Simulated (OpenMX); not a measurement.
The system is Re.

```
Re
1.0
     2.76080    0.00000    0.00000
    -1.38040    2.39092    0.00000
     0.00000    0.00000    4.45820
Re
2
Direct
  0.66667 0.33333 0.75000
  0.33333 0.66667 0.25000
```

Base run:

```yaml
Program: OpenMX 3.8.5
Functional: PBE
Dispersion: D3
Potentials_or_basis: OpenMX 2013 PBE set, Re7.0-s3p2d2f1, grid cutoff 400 Ry
k_mesh: 9 × 9 × 5
Occupations: fermi-dirac, width 0.05 eV
Spin: no spin polarisation
```

Its results: band gap on the k mesh none (metal or under the smearing width); pressure -2.1 GPa; largest force 0.042 eV/Å.

Problem. After a change of settings the same cell gave: band gap on the k mesh none (metal or under the smearing width); pressure 5.7 GPa; largest force 0.042 eV/Å. Which change was it?
A. dispersion from D3 to D4
B. dispersion from D3 to none
C. dispersion from D3 to D3(BJ)

Solution. B.

Dispersion adds attraction, which lowers the pressure at fixed volume and, as a term added to the energy, leaves the levels alone.

Caveats: the basis of atomic orbitals isn't converged, which shifts pressures, moduli and gaps; pairwise dispersion overbinds metals, which lowers pressure and volume (some runs).
